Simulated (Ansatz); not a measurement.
# Te2Mo: equilibrium volume by level of theory

```xyz
6
Lattice="6.3616 0.0000 0.0000 0.0000 3.4804 0.0000 -0.0857 0.0000 36.1759" Properties=species:S:1:pos:R:3 pbc="T T T"
Te    2.6844    2.6103   19.5604
Te    3.5915    0.8701   16.6155
Te    5.8104    0.8701   20.1329
Te    0.4655    2.6103   16.0430
Mo    1.1110    0.8701   17.9963
Mo    5.1649    2.6103   18.1796
```

The cell is a database's computed one, not the measured one.

The cell holds a layer with vacuum beside it, so values per volume hang on the cell's height.

```csv
rung,level,program and potentials,cutoff (eV),k mesh,smearing,core time,chip,equilibrium volume (Å³/atom),notes
LDA,LDA,"Ansatz, Ansatz PAW",420,3 × 6 × 1,fermi-dirac 0.05,2.3 min,Arm Neoverse V2,127.09,"potentials made for PBE, which Ansatz adapts in part"
GGA + dispersion,PBEsol+D3(BJ),"Ansatz, Ansatz PAW",420,3 × 6 × 1,fermi-dirac 0.05,2.5 min,Arm Neoverse V2,126.04,"potentials made for PBE, which Ansatz adapts in part"
GGA,PBEsol,"Ansatz, Ansatz PAW",420,3 × 6 × 1,fermi-dirac 0.05,2.5 min,Arm Neoverse V2,128.93,"potentials made for PBE, which Ansatz adapts in part"
GGA + dispersion,PBEsol+D3(BJ),"Ansatz, Ansatz PAW",420,4 × 8 × 1,fermi-dirac 0.05,3.1 min,Arm Neoverse V2,125.27,"potentials made for PBE, which Ansatz adapts in part"
GGA + dispersion,PBEsol+D4,"Ansatz, Ansatz PAW",420,3 × 6 × 1,fermi-dirac 0.05,3.5 min,Arm Neoverse V2,128.50,"potentials made for PBE, which Ansatz adapts in part"
LDA,LDA,"Ansatz, Ansatz PAW",420,4 × 8 × 1,fermi-dirac 0.05,4 min,Arm Neoverse V1,126.92,"potentials made for PBE, which Ansatz adapts in part"
GGA + dispersion,PBEsol+D4,"Ansatz, Ansatz PAW",420,4 × 8 × 1,fermi-dirac 0.05,4 min,Arm Neoverse V1,128.78,"potentials made for PBE, which Ansatz adapts in part"
meta-GGA + dispersion,r2SCAN+D4,"Ansatz, Ansatz PAW",500,4 × 8 × 1,fermi-dirac 0.05,4.4 min,AMD EPYC 7B13 Zen 3,132.32,"potentials made for PBE, which Ansatz adapts in part"
LDA + U (7 eV),"LDA+U (Mo d U = 7 eV, fll (the default))","Ansatz, Ansatz PAW",420,4 × 8 × 1,fermi-dirac 0.05,4.4 min,Arm Neoverse V2,131.86,"potentials made for PBE, which Ansatz adapts in part"
GGA + dispersion,PBEsol+D3(BJ)+ATM,"Ansatz, Ansatz PAW",420,4 × 8 × 1,fermi-dirac 0.05,5.2 min,Intel Xeon,125.46,"potentials made for PBE, which Ansatz adapts in part"
GGA,PBEsol,"Ansatz, Ansatz PAW",420,4 × 8 × 1,fermi-dirac 0.05,5.4 min,Arm Neoverse V2,128.85,"potentials made for PBE, which Ansatz adapts in part"
GGA + dispersion,BLYP+D3(BJ),"Ansatz, Ansatz PAW",420,4 × 8 × 1,fermi-dirac 0.05,5.5 min,Intel Xeon Skylake/Cascade Lake,132.54,"potentials made for PBE, which Ansatz adapts in part"
GGA + dispersion,BLYP+D4,"Ansatz, Ansatz PAW",420,4 × 8 × 1,fermi-dirac 0.05,6.5 min,Intel Xeon Skylake/Cascade Lake,133.89,"potentials made for PBE, which Ansatz adapts in part"
GGA + U (7 eV),"PBEsol+U (Mo d U = 7 eV, fll (the default))","Ansatz, Ansatz PAW",420,4 × 8 × 1,fermi-dirac 0.05,7.3 min,Arm Neoverse V2,135.33,"potentials made for PBE, which Ansatz adapts in part"
GGA,BLYP,"Ansatz, Ansatz PAW",420,4 × 8 × 1,fermi-dirac 0.05,8.6 min,Intel Xeon Skylake/Cascade Lake,141.22,"potentials made for PBE, which Ansatz adapts in part"
meta-GGA,r2SCAN,"Ansatz, Ansatz PAW",500,4 × 8 × 1,fermi-dirac 0.05,19 min,AMD EPYC Zen 3,133.35,"potentials made for PBE, which Ansatz adapts in part"
```

Times are single runs on shared hosts and different chips, so they are rough; meshes, cutoffs and the tasks' sizes weigh on the time. Task: relaxation of cell and atoms. All rows: no spin polarisation. Smearing widths are in eV. For a metal such meshes aren't converged. Meshes differ between rows, which moves values too. Meshes are those of the run's cell of 6 atoms unless a note names another. Relaxations start from the cell shown or near it and stop with a little pressure left. Runs on faulty files, with rough fits or with known faults for this quantity aren't shown. PBE isn't shown for this crystal. No row holds spin-orbit coupling.

By rung: LDA 126.92 to 127.09; LDA + U (7 eV) 131.86; GGA + dispersion 125.27 to 133.89; GGA 128.85 to 141.22; GGA + U (7 eV) 135.33; meta-GGA + dispersion 132.32; meta-GGA 133.35 (Å³/atom).
